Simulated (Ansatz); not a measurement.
Runs of Ansatz 0.2.0 on Ni. The structure is hexagonal, space group P6_3/mmc (No. 194). The conventional cell has a = 2.448 Å, b = 2.448 Å, c = 4.073 Å, α = 90.00°, β = 90.00°, γ = 120.00°. Ni (site symmetry -6m2) is surrounded by 12 Ni at 2.45 to 2.48 Å. This isn't the form of Ni at room conditions, which is fcc.

```csv
task,level,spin,fixed moment (μB),k mesh,cutoff (eV),points for each segment of the path,mesh quality,gap on the mesh (eV),pressure (GPa),moment (μB)
band structure,r2SCAN,"collinear, ferromagnetic start",-,7 × 7 × 4,500,14,coarse,none,-0.1,1.66
single point,PBE,"collinear, ferromagnetic start",1.5,10 × 10 × 6,420,-,not flagged,-,7.9,1.50
single point,PBE,"collinear, program default start",0.0,10 × 10 × 6,420,-,not flagged,-,(b),0.00
single point,PBE,"collinear, ferromagnetic start",2.5,10 × 10 × 6,420,-,not flagged,-,13.9,2.50
band structure,LDA,"collinear, ferromagnetic start",-,7 × 7 × 4,420,14,coarse,none,(a),1.16
```

Alike in all rows: potentials or basis Ansatz PAW; cell as given; smearing fermi-dirac 0.05 eV.

Problem. Fill in the values left out.

Solution. (a) -11.2; (b) 6.0.

Caveats: some runs use coarse meshes; the total moment is fixed, so each spin has its own Fermi level (some runs); the thresholds are loose for stress (some runs); the PAW data sets come from PBE, with cores solved anew for the run's functional, which leaves a small shift of forces and pressure (some runs); the magnetic or orbital state may not be the lowest (some runs).

A gap of «none» marks a metal or a gap under the smearing width.
